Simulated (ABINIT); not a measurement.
# Au (Cmcm) in ABINIT: relaxation of cell and atoms with r2SCAN

Aim: the relaxation of cell and atoms of Au with r2SCAN.

Everything below comes from runs of ABINIT 10.8.3 (patched build). Logs are shortened: lines on timing, memory, paths and dates and some standing lists are left out, and cuts for length are marked. The log counts tension as positive stress, the text compression.

### Step 1. Starting point

Symmetry: Cmcm, No. 63, orthorhombic system. The conventional cell has a = 2.823 Å, b = 5.112 Å, c = 4.893 Å, α = 90.00°, β = 90.00°, γ = 90.00°. Au (site symmetry m2m) is surrounded by 12 Au at 2.82 to 2.97 Å.

This isn't the form of Au at room conditions, which is fcc.

### Step 2. Relaxation of cell and atoms, r2SCAN

File run.abi:

```
pp_dirpath "./"
pseudos "Au.GGA_PBE-JTH.xml"

acell 3*1.0
rprim
     2.6669893108    -4.8300134101     0.0000000000
     2.6669893108     4.8300134101     0.0000000000
     0.0000000000     0.0000000000     9.2467504442
ntypat 1
znucl 79
natom 2
typat 1 1
xred
     0.3346720300     0.6653279700     0.2500000000
     0.6653279700     0.3346720300     0.7500000000
chkprim 0
chksymtnons 0
tolsym 1.0e-6

ecut 24.0
pawecutdg 46.0
pawovlp -1

kptopt 1
ngkpt 9 9 5
nshiftk 1
shiftk 0.0 0.0 0.0

ixc -497498
usekden 1
pawxcdev 0

nband 15
occopt 3
tsmear 0.00183747

nstep 100
tolvrs 1.0e-7

iomode 3
prtwf 0
prtden 0
prteig 0
prtebands 0

ionmov 2
ntime 60
tolmxf 0.0001
optcell 2
dilatmx 1.08
ecutsm 0.5
```

Potentials or basis: JTH PAW PBE v2.0.

Launch:

```
mpirun --bind-to none -np 4 abinit run.abi > log 2>&1
```

run.abo:

```text
.Version 10.8.3 of ABINIT
 Symmetries : space group Cm c m (# 63); Bravais oC (1-face-center ortho.)
================================================================================
 Values of the parameters that define the memory need of the present run
     intxc =       0    ionmov =       2      iscf =      17    lmnmax =      18
     lnmax =       6     mgfft =      48  mpssoang =       3    mqgrid =    3049
     natom =       2  nloc_mem =       2    nspden =       1   nspinor =       1
    nsppol =       1      nsym =       8    n1xccc =       1    ntypat =       1
    occopt =       3   xclevel =       2
       mpw =        1704          nfft =       43200          nkpt =          75
Pmy_natom=         1
 PAW method is used; the additional fine FFT grid is defined by:
   mgfftf=        64    nfftf =    102400
================================================================================
================================================================================

--------------------------------------------------------------------------------
------------- Echo of variables that govern the present computation ------------
--------------------------------------------------------------------------------
 -outvars: echo values of preprocessed input variables --------
            acell      1.0000000000E+00  1.0000000000E+00  1.0000000000E+00 Bohr
              amu      1.96966540E+02
          chkprim           0
      chksymtnons           0
          dilatmx      1.08000000E+00
             ecut      2.40000000E+01 Hartree
           ecutsm      5.00000000E-01 Hartree
           ionmov           2
                       outvar_i_n : Printing only first  50 k-points.
              ixc     -497498
                       outvar_i_n : Printing only first  50 k-points.
         kptrlatt        9    0    0      0    9    0      0    0    5
          kptrlen      4.62337522E+01
            natom           2
            nband          15
            ngfft          30      30      48
          ngfftdg          40      40      64
             nkpt          75
            nstep         100
             nsym           8
            ntime          60
           ntypat           1
                       prtocc : prtvol=0, do not print more k-points.
           occopt           3
          optcell           2
        pawecutdg      4.60000000E+01 Hartree
          pawovlp     -1.0000000000E+00
         pawxcdev           0
           prtden           0
        prtebands           0
           prteig           0
          prtkden           1
            prtwf           0
            rprim      2.6669893108E+00 -4.8300134101E+00  0.0000000000E+00
                       2.6669893108E+00  4.8300134101E+00  0.0000000000E+00
                       0.0000000000E+00  0.0000000000E+00  9.2467504442E+00
          spgroup          63
           tolmxf      1.00000000E-04
           tolsym      1.00000000E-06
           tolvrs      1.00000000E-07
[... 1654 lines left out ...]
    2      1.44864766523266    -0.83654655734075     3.63049499124478

 cartesian forces (hartree/bohr) at end:
    1      0.00000000000000    -0.00000249578030    -0.00000000000000
    2     -0.00000000000000     0.00000249578030    -0.00000000000000
 frms,max,avg= 1.4409394E-06 2.4957803E-06   0.000E+00  0.000E+00  0.000E+00 h/b

 cartesian forces (eV/Angstrom) at end:
    1      0.00000000000000    -0.00012833818285    -0.00000000000000
    2     -0.00000000000000     0.00012833818285    -0.00000000000000
 frms,max,avg= 7.4096084E-05 1.2833818E-04   0.000E+00  0.000E+00  0.000E+00 e/A
 length scales=  5.474725253628  5.474725253628  9.147521646577 bohr
              =  2.897099838210  2.897099838210  4.840659988326 angstroms
 Fermi (or HOMO) energy (hartree) =   0.26254   Average Vxc (hartree)=  -0.44385
 Eigenvalues (hartree) for nkpt=  75  k points:
 kpt#   1, nband= 15, wtk=  0.00247, kpt=  0.0000  0.0000  0.0000 (reduced coord)
  -0.09501   -0.00791    0.08187    0.09112    0.09117    0.10233    0.10235    0.12556
   0.12562    0.17536    0.17541    0.23374    0.36033    0.84606    0.89131
      occupation numbers for kpt#   1
   2.00000    2.00000    2.00000    2.00000    2.00000    2.00000    2.00000    2.00000
   2.00000    2.00000    2.00000    2.00000    0.00000    0.00000    0.00000
 prteigrs : prtvol=0 or 1, do not print more k-points.

--- !EnergyTerms
iteration_state     : {dtset: 1, itime: 15, icycle: 1, }
comment             : Components of total free energy in Hartree
kinetic             :  1.86846393130343E+01
hartree             :  7.71248804945176E+00
xc                  : -5.54030067315636E+00
Ewald energy        : -7.10989810625695E+01
psp_core            :  6.52275650197379E+00
local_psp           : -2.86940916055439E+01
PAW spherical_terms :  1.03058422994843E+02
internal            :  3.06449335180335E+01
'-kT*entropy'       : -4.36335587228897E-05
total_energy        :  3.06448898844748E+01
total_energy_eV     :  8.33889935112000E+02
...

--- !EnergyTermsDC
iteration_state     : {dtset: 1, itime: 15, icycle: 1, }
comment             : '"Double-counting" decomposition of free energy'
band_energy         :  2.29974436248880E+00
Ewald energy        : -7.10989810625695E+01
psp_core            :  6.52275650197379E+00
xc_dc               : -6.28735519731060E+00
PAW spherical_terms :  9.92085557706087E+01
internal            :  3.06447203751911E+01
'-kT*entropy'       : -4.36335587228897E-05
total_energy_dc     :  3.06446767416324E+01
total_energy_dc_eV  :  8.33884135199789E+02
...

--- !EnergyTermsWithPAWCore
iteration_state     : {dtset: 1, itime: 15, icycle: 1, }
comment             : 'Components of total free energy, including PAW core contributions'
Total energy        : -3.80250693018505E+04
Total energy DC     : -3.80250695149933E+04
Total energy (eV)   : -1.03471484780285E+06
Total energy DC (eV): -1.03471485360276E+06
...

 rms coord change=  1.1329E-03   atom, delta coord (reduced):
     1       -0.001387459702      0.001387459702      0.000000000000
     2        0.001387459702     -0.001387459702      0.000000000000

 Cartesian components of stress tensor (hartree/bohr^3)
  sigma(1 1)=  6.21073350E-09  sigma(3 2)=  0.00000000E+00
  sigma(2 2)= -2.91222666E-07  sigma(3 1)=  0.00000000E+00
  sigma(3 3)= -1.25470089E-07  sigma(2 1)=  0.00000000E+00

-Cartesian components of stress tensor (GPa)         [Pressure=  4.0256E-03 GPa]
- sigma(1 1)=  1.82726088E-04  sigma(3 2)=  0.00000000E+00
- sigma(2 2)= -8.56806665E-03  sigma(3 1)=  0.00000000E+00
- sigma(3 3)= -3.69145747E-03  sigma(2 1)=  0.00000000E+00

== END DATASET(S) ==============================================================
================================================================================

 -outvars: echo values of variables after computation  --------
            acell      5.4747252536E+00  5.4747252536E+00  9.1475216466E+00 Bohr
           etotal      3.0644676742E+01
            fcart      2.2198153400E-22 -2.4957802956E-06 -0.0000000000E+00
                      -2.2198153400E-22  2.4957802956E-06 -0.0000000000E+00
            rprim      5.0003373930E-01 -8.6600592351E-01  0.0000000000E+00
                       5.0003373930E-01  8.6600592351E-01  0.0000000000E+00
                       0.0000000000E+00  0.0000000000E+00  1.0000000000E+00
           strten      6.2107334969E-09 -2.9122266615E-07 -1.2547008921E-07
                       0.0000000000E+00  0.0000000000E+00  0.0000000000E+00
           xangst      1.4486476652E+00  8.3654655734E-01  1.2101649971E+00
                       1.4486476652E+00 -8.3654655734E-01  3.6304949912E+00
             xred      3.3328457030E-01  6.6671542970E-01  2.5000000000E-01
                       6.6671542970E-01  3.3328457030E-01  7.5000000000E-01
 Calculation completed.
```

It took 28 min on 4 MPI ranks of Intel Xeon at 2.50GHz (Skylake/Cascade Lake), shared host; peak memory 0.64 GiB.

What came out:

* Free energy: 833.8841 eV
* Relaxed volume: 17.59 Å³/atom
* Relaxed cell: a = 2.897 Å, b = 2.897 Å, c = 4.841 Å, α = 90.00°, β = 90.00°, γ = 120.00°
* Space group after relaxing (to 0.05 Å): P6_3/mmc (No. 194)
* Energy gained by relaxing: 8.2 meV/atom
* Ionic steps: 15
* Pressure after relaxing: 0.0 GPa
* Band gap on the k mesh: none (metal or under the smearing width)
* Valence electrons inside the program's atomic spheres: Au 9.50 (radii [1.3275] Å)

The path:
```csv
step,energy change (eV),largest force (eV/Å),pressure (GPa),volume (Å³)
1,0.0000,0.0205,-0.13,35.30
2,-0.0046,0.0173,-0.16,35.29
3,-0.0161,0.0046,0.11,35.17
4,-0.0163,0.0079,0.11,35.16
5,-0.0163,0.0085,0.05,35.18
6,-0.0164,0.0087,-0.03,35.19
7,-0.0164,0.0086,-0.06,35.20
8,-0.0164,0.0080,-0.05,35.20
9,-0.0164,0.0078,-0.03,35.20
10,-0.0164,0.0074,0.03,35.18
11,-0.0164,0.0068,0.05,35.18
12,-0.0164,0.0048,0.10,35.17
13,-0.0164,0.0027,0.11,35.17
14,-0.0164,0.0000,0.06,35.18
15,-0.0164,0.0001,0.00,35.19
```

Final structure:
```
Au
1.0
     1.44865   -2.50891    0.00000
     1.44865    2.50891    0.00000
     0.00000    0.00000    4.84066
Au
2
Direct
  0.33328 0.66672 0.25000
  0.66672 0.33328 0.75000
```

Levels at points of the mesh, in eV from the Fermi level:
```
           k point  band 8  band 9  band 10  band 11  band 12  band 13  band 14  band 15
(0.00, 0.00, 0.00)   -3.73   -3.73    -2.37    -2.37    -0.78     2.66    15.88    17.11
```

Caveat: totals of a meta-GGA on PAW files have another zero than those of a GGA; the PAW data sets were made with another functional, which shifts forces and pressure a little.

### Step 3. For comparison

An earlier run on the cell as given: functional PBE; potentials or basis JTH PAW PBE v2.0; cutoff 544 eV; k mesh 11 × 11 × 6; occupations fermi-dirac, width 0.05 eV; no spin polarisation.

* Pressure: 3.3 GPa
* Largest force: 0.028 eV/Å
* Band gap on the k mesh: none (metal or under the smearing width)
* Valence electrons inside the program's atomic spheres: Au 9.46 (radii [1.3275] Å)
